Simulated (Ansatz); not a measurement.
# BaTiO3: pressure against volume

One table from this session's results is given with a row withheld; the runs are named, their logs left out.

Method: DFT PBE, scalar-relativistic, in Ansatz 0.2.0.

## The system as given

Symmetry: P4mm, No. 99, tetragonal system. Conventional cell: a = 4.000 Å, b = 4.000 Å, c = 4.018 Å, α = 90.00°, β = 90.00°, γ = 90.00°. Ba (site symmetry 4mm) is surrounded by 12 O at 2.79 to 2.88 Å. Around Ti (site symmetry 4mm) lie 6 O at 1.87 to 2.15 Å. O (site symmetry 4mm) is surrounded by 2 Ti at 1.87 to 2.15 Å. O (site symmetry 2mm) has 2 Ti at 2.00 Å and 4 Ba at 2.79 to 2.88 Å as nearest neighbours.

Coordinates:

```xyz
5
Lattice="3.9998 0.0000 0.0000 0.0000 3.9998 0.0000 0.0000 0.0000 4.0180" Properties=species:S:1:pos:R:3 pbc="T T T"
Ba    0.0000    0.0000    0.0000
Ti    1.9999    1.9999    1.9367
O     1.9999    1.9999    0.0643
O     1.9999    0.0000    2.0693
O     0.0000    1.9999    2.0693
```

Atoms are numbered in the order of the input: Ba1, Ti2, O3, O4, O5.

The first run:

input.yaml reads:

```yaml
crystal:
  lattice:
    - [3.945742022, 0.0, 0.0]
    - [0.0, 3.945742022, 0.0]
    - [0.0, 0.0, 3.9636960459]
  atoms:
    - { symbol: Ba, position: [0.0, 0.0, 0.0] }
    - { symbol: Ti, position: [0.5, 0.5, 0.482] }
    - { symbol: O, position: [0.5, 0.5, 0.016] }
    - { symbol: O, position: [0.5, 0.0, 0.515] }
    - { symbol: O, position: [0.0, 0.5, 0.515] }
kpoints:
  mp_grid: { grid: [7, 7, 7] }
  band_path:
    path:
      - [0.0, 0.0, 0.0]
      - [0.0, 0.5, 0.0]
      - [0.5, 0.5, 0.0]
      - [0.0, 0.0, 0.0]
      - [0.0, 0.0, 0.5]
      - [0.0, 0.5, 0.5]
      - [0.5, 0.5, 0.5]
      - [0.0, 0.0, 0.5]
      - [0.0, 0.5, 0.0]
    npoints: 5
scf:
  occupations: { method: fermi_dirac, width: 0.08 }
hamiltonian:
  xc: pbe
  pseudopotentials: { kind: all_electron, lapw: { basis_error: 0.001 } }
output:
  forces: true
  stress: true
  eigenvalues: true
```

The run is started by

```console
> ansatz run input.yaml --threads 2 --pin off --max-ram 6144MiB --backend cpu --events-out ev --progress --plain --runs-dir out
```

Among the steps run: Volume × 0.96, LAPW; Volume × 0.96, PAW; Volume × 0.96, crystal datasets; Volume × 0.99, LAPW; Volume × 0.99, PAW; Volume × 0.99, crystal datasets; Volume × 1.02, LAPW; Volume × 1.02, PAW; Volume × 1.02, crystal datasets; Volume × 1.06, LAPW; Volume × 1.06, PAW; Volume × 1.06, crystal datasets.

One of the session's tables, all rows but one given; the rest of the session is left out.

```
          method  volume (Å³/atom)  gap on the k mesh (eV)  largest force (eV/Å)
            LAPW            12.342                    2.02                 0.277
            LAPW            12.728                    1.95                 0.279
            LAPW            13.113                    1.89                 0.493
            LAPW            13.628                    1.80                 0.745
             PAW            12.342                    2.03                 0.281
             PAW            12.728                    1.96                 0.277
             PAW            13.113                    1.89                 0.492
             PAW            13.628                       ?                     ?
crystal datasets            12.342                    2.02                 0.277
crystal datasets            12.728                       –                 0.278
crystal datasets            13.113                    1.89                 0.492
crystal datasets            13.628                    1.80                 0.744
```

**Question.** Estimate the row for PAW, 13.628.

The run gave: gap on the k mesh (eV): 1.80; largest force (eV/Å): 0.746.

Caveats from the session: Shape and positions are held, so a fully relaxed modulus can be lower. Spin-orbit coupling is left out, though the cell holds Ba; in elements this heavy it can shift bands and gaps by tenths of an eV. Warnings in the runs' records: gradients without spin orbit, crystal datasets made, printed levels off.
